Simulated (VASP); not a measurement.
SiC (Moissanite 6H), 12 atoms in the cell. The structure is hexagonal, space group P6_3mc (No. 186). The conventional cell has a = 3.095 Å, b = 3.095 Å, c = 15.170 Å, α = 90.00°, β = 90.00°, γ = 120.00°. Around Si (site symmetry 3m) lie 4 C at 1.90 Å. Si (site symmetry 3m) has 4 C at 1.90 Å as nearest neighbours. Around Si (site symmetry 3m) lie 4 C at 1.90 Å. C (site symmetry 3m) is surrounded by 4 Si at 1.90 Å. Around C (site symmetry 3m) lie 4 Si at 1.90 Å. Around C (site symmetry 3m) lie 4 Si at 1.90 Å. 

| Quantity | Value |
| --- | --- |
| Program | VASP 6.6.1 |
| Task | relaxation of cell and atoms |
| Functional | PBEsol |
| Dispersion | D3 |
| Potentials or basis | VASP PAW PBE potentials, release 64 (Si, C) |
| Cutoff | 600 eV |
| k mesh | 10 × 10 × 2 |
| Occupations | fermi-dirac, width 0.05 eV |
| Spin | no spin polarisation |
| Further INCAR settings | ALGO = Normal; EDIFF = 1e-06; IBRION = 2; EDIFFG = -0.01; NSW = 60; ISIF = 3 |

Potentials or basis: VASP PAW PBE potentials, release 64 (Si, C).

Launch:

```console
$ cat potpaw_PBE.64/Si/POTCAR potpaw_PBE.64/C/POTCAR > POTCAR
$ mpirun -np 1 vasp_std > vasp.out
```

Hardware: 1 thread of Intel(R) Xeon(R) 6975P-C (Granite Rapids), with other jobs on the host.

Problem. Estimate the wall time of this run.

Solution. Run time: 5 min on 1 thread of Intel(R) Xeon(R) 6975P-C (Granite Rapids), on a shared host, peak memory 0.37 GiB. Counts: scf iterations 42, k points 28, ion steps 7.
